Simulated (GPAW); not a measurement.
Set up this calculation in GPAW 26.7.0, as an ASE script.

| Property | Result |
| --- | --- |
| Task | single point |
| Functional | PBE |
| Potentials or basis | GPAW PAW data sets (gpaw-data 1.2.1) |
| Cutoff | 900 eV |
| Basis | pw |
| k mesh | 6 × 6 × 6 |
| Occupations | fermi-dirac, width 0.05 eV |
| Spin | no spin polarisation |
| Maxiter | 80 |

The system is SnTe.

```
Te Sn
1.0
     0.00000    3.15085    3.15085
     3.15085    0.00000    3.15085
     3.15085    3.15085    0.00000
Te Sn
1 1
Direct
  0.50000 0.50000 0.50000
  0.00000 0.00000 0.00000
```

These files were run (other wordings do the same):

run.py

```python
from ase import Atoms
from ase.dft.bandgap import bandgap
from ase.io import write
from ase.units import GPa
from gpaw import GPAW, PW

atoms = Atoms(['Te', 'Sn'],
              cell=[[0.0, 3.15085, 3.15085],
                    [3.15085, 0.0, 3.15085],
                    [3.15085, 3.15085, 0.0]],
              scaled_positions=[[0.5, 0.5, 0.5],
                                [0.0, 0.0, 0.0]],
              pbc=True)

calc = GPAW(mode=PW(900),
            xc='PBE',
            kpts={'size': (6, 6, 6), 'gamma': True},
            occupations={'name': 'fermi-dirac', 'width': 0.05},
            nbands=19,
            convergence={'density': 1e-05, 'energy': 1e-05},
            maxiter=80,
            txt='gpaw.txt')
atoms.calc = calc
energy = atoms.get_potential_energy()
forces = atoms.get_forces()
stress = atoms.get_stress()
calc.write('gs.gpw')
write('result.traj', atoms)
print(f'Energy: {energy:.6f} eV')
print('Forces (eV/A):')
print(forces.round(4))
print('Stress (GPa):', (stress / GPa).round(3))
print('Fermi level:', round(calc.get_fermi_level(), 4), 'eV')
print(f'Gap: {bandgap(calc)[0]:.4f} eV, direct: {bandgap(calc, direct=True)[0]:.4f} eV')
```

Potentials or basis: GPAW PAW data sets (gpaw-data 1.2.1), pw.

Launch:

```bash
$ OMP_NUM_THREADS=1 python run.py
```

Results of the run:

- Pressure: 2.0 GPa
- Band gap on the k mesh: 0.11 eV, direct

Caveat: spin-orbit coupling is left out, which moves the levels of the heavy elements.

Run time: 17 s on 1 thread of Arm Neoverse V1 (shared host), peak memory 0.2 GiB.
